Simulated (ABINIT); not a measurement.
# MoS2 (P6_3/mmc) in ABINIT: notebook

The runs below take MoS2 through equation of state, single point, with PBE, PBEsol.

All numbers are computed with ABINIT 10.8.3 (patched build); they aren't measurements. Logs are shortened: lines on timing, memory, paths and dates and some standing lists are left out, and cuts for length are marked. The log counts tension as positive stress, the text compression.

### 1 The structure

The structure is hexagonal, space group P6_3/mmc (No. 194). The conventional cell has a = 3.169 Å, b = 3.169 Å, c = 12.324 Å, α = 90.00°, β = 90.00°, γ = 120.00°. Mo (site symmetry -6m2) is surrounded by 6 S at 2.41 Å. S (site symmetry 3m) is surrounded by 3 Mo at 2.41 Å.

### 2 Equation of state, PBE

File run.abi:

```
# Datasets: one volume each
ndtset 7
getwfk -1
scalecart1 3*0.9795861087
scalecart2 3*0.9864848297
scalecart3 3*0.9932883884
scalecart4 3*1.0000000000
scalecart5 3*1.0066227096
scalecart6 3*1.0131594038
scalecart7 3*1.0196128224

# Pseudopotentials
pp_dirpath "./"
pseudos "Mo.GGA_PBE-JTH.xml, S.GGA_PBE-JTH.xml"

# Structure
acell 3*1.0
rprim
     5.9885420889     0.0000000000     0.0000000000
    -2.9942710445     5.1862295807     0.0000000000
     0.0000000000     0.0000000000    23.2889847599
ntypat 2
znucl 42 16
natom 6
typat 1 1 2 2 2 2
xred
     0.6666666667     0.3333333333     0.7500000000
     0.3333333333     0.6666666667     0.2500000000
     0.6666666667     0.3333333333     0.3770000000
     0.3333333333     0.6666666667     0.8770000000
     0.6666666667     0.3333333333     0.1230000000
     0.3333333333     0.6666666667     0.6230000000

# Plane-wave basis
ecut 20.0
pawecutdg 40.0
pawxcdev 0

# k points
kptopt 1
ngkpt 10 10 3
nshiftk 1
shiftk 0.0 0.0 0.0

# Exchange and correlation
ixc 11

# Bands and occupations
nband 32
occopt 3
tsmear 0.00183747

# SCF cycle
nstep 100
tolvrs 1.0e-9

# Output
iomode 3
prtwf 1
prtden 0
prteig 0
prtebands 0
enunit 1
```

Potentials or basis: JTH PAW PBE v2.0.

Command:

```sh
abinit run.abi > log 2>&1
```

run.abo:

```text
.Version 10.8.3 of ABINIT
 DATASET    1 : space group P6_3/m m c (#194); Bravais hP (primitive hexag.)
================================================================================
 Values of the parameters that define the memory need for DATASET  1.
     intxc =       0    ionmov =       0      iscf =      17    lmnmax =      18
     lnmax =       6     mgfft =      96  mpssoang =       3    mqgrid =    6496
     natom =       6  nloc_mem =       2    nspden =       1   nspinor =       1
    nsppol =       1      nsym =      24    n1xccc =       1    ntypat =       2
    occopt =       3   xclevel =       2
       mpw =        2924          nfft =       55296          nkpt =          28
 PAW method is used; the additional fine FFT grid is defined by:
   mgfftf=       135    nfftf =    174960
================================================================================
================================================================================
[... 71 lines left out ...]
 DATASET    7 : space group P6_3/m m c (#194); Bravais hP (primitive hexag.)
================================================================================
 Values of the parameters that define the memory need for DATASET  7.
     intxc =       0    ionmov =       0      iscf =      17    lmnmax =      18
     lnmax =       6     mgfft =      96  mpssoang =       3    mqgrid =    6761
     natom =       6  nloc_mem =       2    nspden =       1   nspinor =       1
    nsppol =       1      nsym =      24    n1xccc =       1    ntypat =       2
    occopt =       3   xclevel =       2
       mpw =        3296          nfft =       69984          nkpt =          28
 PAW method is used; the additional fine FFT grid is defined by:
   mgfftf=       144    nfftf =    186624
================================================================================
================================================================================

--------------------------------------------------------------------------------
------------- Echo of variables that govern the present computation ------------
--------------------------------------------------------------------------------
 -outvars: echo values of preprocessed input variables --------
            acell      1.0000000000E+00  1.0000000000E+00  1.0000000000E+00 Bohr
              amu      9.59400000E+01  3.20660000E+01
             ecut      2.00000000E+01 Hartree
           enunit           1
           getwfk          -1
              ixc          11
           jdtset        1    2    3    4    5    6    7
         kptrlatt       10    0    0      0   10    0      0    0    3
          kptrlen1     5.86629264E+01
          kptrlen2     5.90760592E+01
          kptrlen3     5.94834932E+01
          kptrlen4     5.98854209E+01
          kptrlen5     6.02820246E+01
          kptrlen6     6.06734773E+01
          kptrlen7     6.10599430E+01
            natom           6
            nband          32
           ndtset           7
            ngfft1         24      24      96
            ngfft2         24      24      96
            ngfft3         24      24      96
            ngfft4         27      27      96
            ngfft5         27      27      96
            ngfft6         27      27      96
            ngfft7         27      27      96
          ngfftdg1         36      36     135
          ngfftdg2         36      36     135
          ngfftdg3         36      36     135
          ngfftdg4         36      36     135
          ngfftdg5         36      36     135
          ngfftdg6         36      36     144
          ngfftdg7         36      36     144
             nkpt          28
            nstep         100
             nsym          24
           ntypat           2
           occopt           3
        pawecutdg      4.00000000E+01 Hartree
         pawxcdev           0
           prtden           0
        prtebands           0
           prteig           0
            rprim1     5.8662926417E+00  0.0000000000E+00  0.0000000000E+00
                      -2.9331463209E+00  5.0803584538E+00  0.0000000000E+00
                       0.0000000000E+00  0.0000000000E+00  2.2813565957E+01
            rprim2     5.9076059227E+00  0.0000000000E+00  0.0000000000E+00
                      -2.9538029614E+00  5.1161368047E+00  0.0000000000E+00
                       0.0000000000E+00  0.0000000000E+00  2.2974230165E+01
            rprim3     5.9483493203E+00  0.0000000000E+00  0.0000000000E+00
                      -2.9741746602E+00  5.1514216221E+00  0.0000000000E+00
                       0.0000000000E+00  0.0000000000E+00  2.3132678140E+01
            rprim4     5.9885420889E+00  0.0000000000E+00  0.0000000000E+00
                      -2.9942710445E+00  5.1862295807E+00  0.0000000000E+00
                       0.0000000000E+00  0.0000000000E+00  2.3288984760E+01
            rprim5     6.0282024641E+00  0.0000000000E+00  0.0000000000E+00
                      -3.0141012321E+00  5.2205764731E+00  0.0000000000E+00
                       0.0000000000E+00  0.0000000000E+00  2.3443220943E+01
            rprim6     6.0673477324E+00  0.0000000000E+00  0.0000000000E+00
                      -3.0336738663E+00  5.2544772700E+00  0.0000000000E+00
                       0.0000000000E+00  0.0000000000E+00  2.3595453914E+01
            rprim7     6.1059943013E+00  0.0000000000E+00  0.0000000000E+00
                      -3.0529971507E+00  5.2879461804E+00  0.0000000000E+00
                       0.0000000000E+00  0.0000000000E+00  2.3745747482E+01
          spgroup         194
           tolvrs      1.00000000E-09
           tsmear      1.83747000E-03 Hartree
            typat      1  1  2  2  2  2
           useylm           1
           xangst1     1.5521541882E+00  8.9613663838E-01  9.0543143966E+00
                      -1.7279033501E-11  1.7922732768E+00  3.0181047989E+00
                       1.5521541882E+00  8.9613663838E-01  4.5513020367E+00
                      -1.7279033501E-11  1.7922732768E+00  1.0587511634E+01
                       1.5521541882E+00  8.9613663838E-01  1.4849075610E+00
                      -1.7279033501E-11  1.7922732768E+00  7.5211171588E+00
           xangst2     1.5630852116E+00  9.0244766769E-01  9.1180792747E+00
                      -1.7400806478E-11  1.8048953354E+00  3.0393597582E+00
                       1.5630852116E+00  9.0244766769E-01  4.5833545154E+00
                      -1.7400806478E-11  1.8048953354E+00  1.0662074032E+01
                       1.5630852116E+00  9.0244766769E-01  1.4953650011E+00
                      -1.7400806478E-11  1.8048953354E+00  7.5740845175E+00
           xangst3     1.5738654503E+00  9.0867164144E-01  9.1809645678E+00
                      -1.7520816902E-11  1.8173432829E+00  3.0603215226E+00
                       1.5738654503E+00  9.0867164144E-01  4.6149648561E+00
                      -1.7520816902E-11  1.8173432829E+00  1.0735607901E+01
                       1.5738654503E+00  9.0867164144E-01  1.5056781891E+00
[... 52 lines left out ...]
                      -3.3553793030E-11  3.4803843154E+00  2.0559704767E+01
                       3.0141012320E+00  1.7401921577E+00  2.8835161760E+00
                      -3.3553793030E-11  3.4803843154E+00  1.4605126647E+01
            xcart6     3.0336738662E+00  1.7514924233E+00  1.7696590436E+01
                      -3.3772963602E-11  3.5029848466E+00  5.8988634786E+00
                       3.0336738662E+00  1.7514924233E+00  8.8954861257E+00
                      -3.3772963602E-11  3.5029848466E+00  2.0693213083E+01
                       3.0336738662E+00  1.7514924233E+00  2.9022408315E+00
                      -3.3772963602E-11  3.5029848466E+00  1.4699967789E+01
            xcart7     3.0529971506E+00  1.7626487268E+00  1.7809310611E+01
                      -3.3987382204E-11  3.5252974536E+00  5.9364368705E+00
                       3.0529971506E+00  1.7626487268E+00  8.9521468007E+00
                      -3.3987382204E-11  3.5252974536E+00  2.0825020542E+01
                       3.0529971506E+00  1.7626487268E+00  2.9207269403E+00
                      -3.3987382204E-11  3.5252974536E+00  1.4793600681E+01
             xred      6.6666666667E-01  3.3333333333E-01  7.5000000000E-01
                       3.3333333333E-01  6.6666666667E-01  2.5000000000E-01
                       6.6666666667E-01  3.3333333333E-01  3.7700000000E-01
                       3.3333333333E-01  6.6666666667E-01  8.7700000000E-01
                       6.6666666667E-01  3.3333333333E-01  1.2300000000E-01
                       3.3333333333E-01  6.6666666667E-01  6.2300000000E-01
            znucl       42.00000   16.00000

================================================================================

 chkinp: Checking input parameters for consistency, jdtset=   1.

 chkinp: Checking input parameters for consistency, jdtset=   2.
[... 52 lines left out ...]
- pspini: atom type   2  psp file is ./S.GGA_PBE-JTH.xml
 Pseudopotential format is: paw10
 basis_size (lnmax)=  4 (lmn_size=  8), orbitals=   0   0   1   1
 Spheres core radius: rc_sph= 1.90380259
 Shapefunction is SIN type: shapef(r)=[sin(pi*r/rshp)/(pi*r/rshp)]**2
 Radius for shape functions =  1.40128485
 Compensation charge density is not taken into account in XC energy/potential

   3.55438669E+03                                ecore*ucvol(ha*bohr**3)
--------------------------------------------------------------------------------

================================================================================

--- !BeginCycle
iteration_state: {dtset: 1, }
solver: {iscf: 17, nstep: 100, nline: 4, wfoptalg: 10, }
tolerances: {tolvrs: 1.00E-09, }
...
[... 1573 lines left out ...]
-Cartesian components of stress tensor (GPa)         [Pressure= -5.8143E+00 GPa]
- sigma(1 1)=  5.62446612E+00  sigma(3 2)=  0.00000000E+00
- sigma(2 2)=  5.62446612E+00  sigma(3 1)=  0.00000000E+00
- sigma(3 3)=  6.19394396E+00  sigma(2 1)=  1.76931513E-09

== END DATASET(S) ==============================================================
================================================================================

 -outvars: echo values of variables after computation  --------
            acell      1.0000000000E+00  1.0000000000E+00  1.0000000000E+00 Bohr
           etotal1    -1.7916663970E+02
           etotal2    -1.7917198025E+02
           etotal3    -1.7917546686E+02
           etotal4    -1.7917729237E+02
           etotal5    -1.7917760771E+02
           etotal6    -1.7917654657E+02
           etotal7    -1.7917429000E+02
            fcart1    -6.1200384130E-29 -3.5334058251E-28 -0.0000000000E+00
                      -2.4480153652E-28  3.8867464076E-28 -0.0000000000E+00
                       3.0600192065E-28  1.7667029126E-28  1.9703554728E-02
                      -1.0710067223E-28 -4.3284221358E-28  1.9703554728E-02
                      -6.1200384130E-29 -1.9433732038E-28 -1.9703554728E-02
                       1.6830105636E-28  4.1517518445E-28 -1.9703554728E-02
            fcart2     1.1394824140E-28 -4.9560329377E-28 -0.0000000000E+00
                      -1.5952753796E-28  3.9911415693E-28 -0.0000000000E+00
                       1.1394824140E-28  1.8859240383E-28  1.2165491728E-02
                      -6.8368944841E-29  3.0701088994E-29  1.2165491728E-02
[... 94 lines left out ...]
                      -1.7755902599E-11  1.8417400637E+00  1.0879727218E+01
                       1.5949936823E+00  9.2087003183E-01  1.5258910466E+00
                      -1.7755902599E-11  1.8417400637E+00  7.7287001789E+00
           xangst6     1.6053510742E+00  9.2684987486E-01  9.3646323630E+00
                      -1.7871882671E-11  1.8536997497E+00  3.1215441210E+00
                       1.6053510742E+00  9.2684987486E-01  4.7072885345E+00
                      -1.7871882671E-11  1.8536997497E+00  1.0950376776E+01
                       1.6053510742E+00  9.2684987486E-01  1.5357997075E+00
                      -1.7871882671E-11  1.8536997497E+00  7.7788879495E+00
           xangst7     1.6155765160E+00  9.3275353642E-01  9.4242813111E+00
                      -1.7985348108E-11  1.8655070728E+00  3.1414271037E+00
                       1.6155765160E+00  9.3275353642E-01  4.7372720724E+00
                      -1.7985348108E-11  1.8655070728E+00  1.1020126280E+01
                       1.6155765160E+00  9.3275353642E-01  1.5455821350E+00
                      -1.7985348108E-11  1.8655070728E+00  7.8284363424E+00
             xred      6.6666666667E-01  3.3333333333E-01  7.5000000000E-01
                       3.3333333333E-01  6.6666666667E-01  2.5000000000E-01
                       6.6666666667E-01  3.3333333333E-01  3.7700000000E-01
                       3.3333333333E-01  6.6666666667E-01  8.7700000000E-01
                       6.6666666667E-01  3.3333333333E-01  1.2300000000E-01
                       3.3333333333E-01  6.6666666667E-01  6.2300000000E-01
 Calculation completed.
```

Run time: 6.4 min. Hardware: 1 thread of AMD EPYC 9R45 (Zen 5), shared host; peak memory 0.25 GiB.

What came out:

```
Equilibrium volume                        : 18.12 Å³/atom
Bulk modulus at fixed shape and positions : 144 GPa
Pressure derivative of the bulk modulus   : 4.2
```

Energy against volume, from the lowest point:
| volume (Å³/atom) | energy (meV/atom) |
| --- | --- |
| 16.792 | 49.74 |
| 17.149 | 25.52 |
| 17.507 | 9.71 |
| 17.864 | 1.43 |
| 18.221 | 0.00 |
| 18.578 | 4.81 |
| 18.936 | 15.05 |

Caveat: pressures at fixed basis lie under the slope of the energies; the cell was scaled at fixed shape and fractional positions, which overstates the stiffness of a crystal with free parameters, most of all of layers and chains; this functional lacks dispersion, which binds the layers, so the pressure and a relaxed spacing across them are unreliable.

### 3 Single point, PBEsol (atoms moved at random, drawn with an rms of 0.05 Å)

File run.abi:

```
# Pseudopotentials
pp_dirpath "./"
pseudos "Mo.GGA_PBE-JTH.xml, S.GGA_PBE-JTH.xml"

# Structure
acell 3.169 3.169 12.324 Angstrom
rprim
     1.0000000000     0.0000000000     0.0000000000
    -0.5000000000     0.8660254038     0.0000000000
     0.0000000000     0.0000000000     1.0000000000
ntypat 2
znucl 42 16
natom 6
typat 1 1 2 2 2 2
xred
     0.6827430000     0.3398180000     0.7520050000
     0.3392490000     0.6523370000     0.2513720000
     0.6668130000     0.3413290000     0.3788180000
     0.3283820000     0.6473120000     0.8791640000
     0.6719700000     0.3412700000     0.1236710000
     0.3459790000     0.6701320000     0.6228060000
chkprim 0
chksymtnons 0
tolsym 1.0e-6

# Plane-wave basis
ecut 20.0
pawecutdg 40.0
pawxcdev 0

# k points
kptopt 1
ngkpt 10 10 3
nshiftk 1
shiftk 0.0 0.0 0.0

# Exchange and correlation
ixc -116133

# Bands and occupations
nband 32
occopt 3
tsmear 0.00183747

# SCF cycle
nstep 100
tolvrs 1.0e-9

# Output
iomode 3
prtwf 0
prtden 0
prteig 0
prtebands 0
```

Potentials or basis: JTH PAW PBE v2.0.

Command:

```sh
abinit run.abi > log 2>&1
```

Run time: 16 min. Hardware: 1 thread of AMD EPYC 7R43 (Zen 3), shared host; peak memory 0.5 GiB.

Results (log left out):

| Item | Value |
| --- | --- |
| Free energy | -4873.7508 eV |
| Pressure | -3.5 GPa |
| Largest force | 1.486 eV/Å |
| Band gap on the k mesh | 0.86 eV, indirect (least direct gap 1.75 eV) |
| Valence electrons inside the program's atomic spheres | Mo 11.26, 11.28; S 3.57, 3.58, 3.56 |

Forces on the atoms (eV/Å):
```
Mo  -0.327 -0.750 -0.415
Mo  -0.903  1.179 -0.059
S    0.539 -0.599 -0.312
S    0.267  0.648 -0.315
S    0.370 -0.585  0.376
S    0.054  0.107  0.725
```

Stress tensor (GPa, compression positive):
```
-2.57 -0.25  0.84
-0.25 -4.38  1.18
 0.84  1.18 -3.52
```

Levels at points of the mesh, in eV from the valence-band top:
```csv
k point,band 22,band 23,band 24,band 25,band 26,band 27,band 28,band 29,band 30,band 31
"(0.00, 0.00, 0.00)",-1.86,-1.74,-1.21,-1.11,0.00,1.75,1.92,2.12,2.25,2.39
"(0.50, 0.00, 0.00)",-2.47,-1.78,-1.57,-1.33,-1.11,1.63,1.67,2.01,2.30,2.71
"(0.00, 0.50, 0.00)",-2.41,-1.72,-1.52,-1.27,-1.12,1.67,1.73,2.00,2.31,2.64
"(0.50, 0.50, 0.00)",-2.48,-1.69,-1.59,-1.35,-1.23,1.59,1.67,2.01,2.29,2.83
```

Caveat: the PAW data sets were made with another functional, which shifts forces and pressure a little; an odd mesh through Γ misses points on the zone boundary, where band edges often lie.
